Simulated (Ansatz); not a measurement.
Sb in Ansatz: the effect of exact exchange

Crystal: Sb.

```
CELL_PARAMETERS angstrom
2.15420 1.24373 3.75800
-2.15420 1.24373 3.75800
0.00000 -2.48746 3.75800
ATOMIC_POSITIONS crystal
Sb 0.76651 0.76651 0.76651
Sb 0.23349 0.23349 0.23349
```

Alike in all runs:

```yaml
Program: Ansatz 0.2.0
Task: single point
Functional: HSE(alpha, omega)
Potentials_or_basis: all-electron PAW datasets made for the crystal
Cutoff: 270 eV (chosen from the basis error)
k_mesh: 4 × 4 × 4
Occupations: fermi-dirac, width 0.05 eV
Spin: no spin polarisation
```

```csv
exact exchange,pressure (GPa),largest force (eV/Å)
0.05,2.3,0.12
0.1,1.9,0.17
0.15,?,?
0.2,1.1,0.27
0.25,0.8,0.33
0.3,0.4,0.39
0.4,-0.4,0.51
0.5,-1.1,0.63
```

Question: What does the run with exact exchange 0.15 give?

Answer: Pressure 1.5 GPa; largest force 0.22 eV/Å.

Worked out: A straight line through the other rows of the pressure, of slope -7.56 GPa per unit of exact exchange, gives 1.5 GPa, against the run's 1.5. A straight line through the other rows of the largest force, of slope 1.14 eV/Å per unit of exact exchange, gives 0.22 eV/Å, against the run's 0.22.

Caveats: all runs use coarse meshes.
